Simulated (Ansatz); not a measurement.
We consider rutile GeO2, described by PBE-D4 (PAW; Ansatz, a first-principles code).

Numerical settings: plane-wave cutoff 520 eV, 8×8×12 k mesh (along the axes of the cell as run), Fermi–Dirac smearing 0.01 eV, scalar-relativistic PAW data made under PBE.

Properties against volume:

Shape and atoms are relaxed at each volume.

```json
[
 {"V (Å³/atom)": "9.172", "P (GPa)": "9.77", "direct gap at Γ (eV)": "1.932", "c (Å)": "2.878", "a (Å)": "4.373"},
 {"V (Å³/atom)": "9.363", "P (GPa)": "4.55", "direct gap at Γ (eV)": "1.674", "c (Å)": "2.889", "a (Å)": "4.410"},
 {"V (Å³/atom)": "9.554", "P (GPa)": "0.00", "direct gap at Γ (eV)": "1.439", "c (Å)": "2.898", "a (Å)": "4.448"},
 {"V (Å³/atom)": "9.746", "P (GPa)": "-3.95", "direct gap at Γ (eV)": "1.229", "c (Å)": "2.906", "a (Å)": "4.486"},
 {"V (Å³/atom)": "9.937", "P (GPa)": "-7.33", "direct gap at Γ (eV)": "1.045", "c (Å)": "2.912", "a (Å)": "4.525"}
]
```

A straight line through the gaps at Γ against ln V gives a volume deformation potential dE_g(Γ)/d ln V of -11.1 eV: the gap at Γ widens under compression.

Measured, for comparison: band gap 4.68 eV (temperature not stated, not corrected to a static lattice, direct (forbidden), UV absorption; as tabulated in Mengle et al. (2019), arXiv:1905.10301).

Note: the bulk modulus comes from volumes at which shape and atoms were relaxed.

Spin–orbit coupling is not included.
